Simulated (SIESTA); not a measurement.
ZnS (Wurtzite-6H):

```xyz
12
Lattice="3.8120 0.0000 0.0000 -1.9060 3.3013 0.0000 0.0000 0.0000 18.6900" Properties=species:S:1:pos:R:3 pbc="T T T"
Zn    0.0000    2.2009   15.5749
Zn    1.9060    1.1004    6.2299
Zn    1.9060    1.1004   12.4601
Zn    0.0000    2.2009    3.1151
Zn    0.0000    0.0000    9.3450
Zn    0.0000    0.0000    0.0000
S     0.0000    2.2009   17.9112
S     1.9060    1.1004    8.5662
S     1.9060    1.1004   14.7963
S     0.0000    2.2009    5.4513
S     0.0000    0.0000   11.6812
S     0.0000    0.0000    2.3362
```

Base run:

* Program: SIESTA 5.4.2
* Functional: PBE
* Potentials or basis: PseudoDojo 0.4 standard (PBE files)
* Basis: DZP (energy shift 0.002 Ry)
* Grid cutoff: 800 Ry
* Energy shift: 0.002 Ry
* k mesh: 8 × 8 × 2
* Occupations: fermi-dirac, width 0.05 eV
* Spin: no spin polarisation

Its results: band gap on the k mesh 2.82 eV, direct; pressure 4.0 GPa; largest force 0.035 eV/Å.

Task: The run is repeated on the same cell with these changes: basis from DZP (energy shift 0.002 Ry) to TZP (energy shift 0.002 Ry). What comes out?

Result: Band gap on the k mesh 2.56 eV, direct; pressure 3.7 GPa; largest force 0.039 eV/Å.

Caveats: semicore shells carry a single zeta, which can move pressures by several GPa and volumes by a few percent; the valence orbitals were made in a potential fitted to the semicore shell under them, which widens gaps by tenths of an eV or more; the cell's inner coordinates are idealised or old, which leaves forces on the atoms; the basis of atomic orbitals isn't converged, which shifts pressures, moduli and gaps.
